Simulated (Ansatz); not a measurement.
**As under changes of volume**

One of the cells (21.530 Å³/atom); the others are scaled copies at fixed shape and fractional positions:

```
CELL_PARAMETERS angstrom
1.88080 1.08588 3.51406
-1.88080 1.08588 3.51406
0.00000 -2.17176 3.51406
ATOMIC_POSITIONS crystal
As 0.22600 0.22600 0.22600
As 0.77400 0.77400 0.77400
```

| Property | Result |
| --- | --- |
| Program | Ansatz 0.2.0 |
| Functional | HSE06 |
| Potentials or basis | Ansatz PAW |
| Cutoff | 420 eV (not typed: the program's choice for these potentials) |
| k mesh | 6 × 6 × 6 |
| Occupations | fermi-dirac, width 0.05 eV |
| Spin | no spin polarisation |

```csv
volume (Å³/atom),energy over the lowest point (meV/atom),pressure (GPa),largest force (eV/Å)
20.239,28.76,6.6,0.495
20.669,13.84,4.5,0.335
21.100,4.43,2.5,0.187
21.530,0.00,0.8,0.049
21.961,?,?,?
22.392,4.01,-2.1,0.198
22.822,11.51,-3.4,0.308
```

Task: What does the run at 21.961 Å³/atom give?

Result: Energy over the lowest point 0.02 meV/atom; pressure -0.8 GPa; largest force 0.079 eV/Å.

Worked out: A Birch-Murnaghan fit of order 3 (a polynomial in V^(-2/3)) to the other rows has its minimum at 21.74 Å³/atom with B0 = V·E''(V) = 79 GPa and B' = 4.7 at fixed shape and positions, which overstates the stiffness. It gives 0.02 meV/atom at 21.961 Å³/atom, against the run's 0.02, and -dE/dV = -0.8 GPa, against -0.8.

Energies are extrapolated to zero smearing.

Caveats: the PAW data sets come from PBE, with cores solved anew for the run's functional, which leaves a small shift of forces and pressure; the thresholds are loose for stress.
